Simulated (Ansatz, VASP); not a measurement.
# W in VASP and in Ansatz

File INCAR:

```
PREC = Accurate
ENCUT = 520
EDIFF = 1E-6
ISMEAR = -1
SIGMA = 0.05
LREAL = False
LASPH = True
NELM = 80
ALGO = Normal
ISIF = 2
LWAVE = False
LCHARG = True
LELF = True
LVHAR = True
NBANDS = 13
```

KPOINTS

```
regular mesh
0
Gamma
  11 11 11
```

POSCAR

```
W
1.0
    0.0000000000      2.0163754284      2.0163754284
    2.0163754284      0.0000000000      2.0163754284
    2.0163754284      2.0163754284      0.0000000000
W
1
Direct
    0.0000000000      0.0000000000      0.0000000000
```

Contents of input.yaml:

```yaml
crystal:
  lattice:
    - [0.0, 2.0163754284, 2.0163754284]
    - [2.0163754284, 0.0, 2.0163754284]
    - [2.0163754284, 2.0163754284, 0.0]
  atoms:
    - { symbol: W, position: [0.0, 0.0, 0.0] }
hamiltonian:
  xc: lda
  pseudopotentials: { kind: paw }
kpoints:
  mp_grid: { grid: [11, 11, 11] }
scf:
  occupations: { method: fermi_dirac, width: 0.05 }
output:
  forces: true
  stress: true
  eigenvalues: true
```

This isn't the form of W at room conditions, which is bcc.

Alike in both runs: task single point; functional LDA; k mesh 11 × 11 × 11; occupations fermi-dirac, width 0.05 eV; no spin polarisation.

|  | VASP | Ansatz |
| --- | --- | --- |
| version | VASP 6.6.1 | Ansatz 0.2.0 |
| potentials or method | VASP PAW LDA potentials, release 64 (W_sv) | Ansatz PAW |
| plane-wave cutoff (eV) | 520 | 420 |
| valence electrons in the cell | 14 | 14 |

VASP gave:

| Property | Result |
| --- | --- |
| gap on the k mesh at the Fermi level (eV) | none |
| pressure (GPa) | -10.9 |

Q: Estimate Ansatz's values.

A: gap on the k mesh at the Fermi level (eV): none; pressure (GPa): -12.4.

A gap of «none» marks a metal or a gap that the smearing closes.

Caveats: the PAW data sets come from PBE, with cores solved anew for the run's functional, which leaves a small shift of forces and pressure (Ansatz). Spin-orbit coupling is left out, which matters for the levels of W.
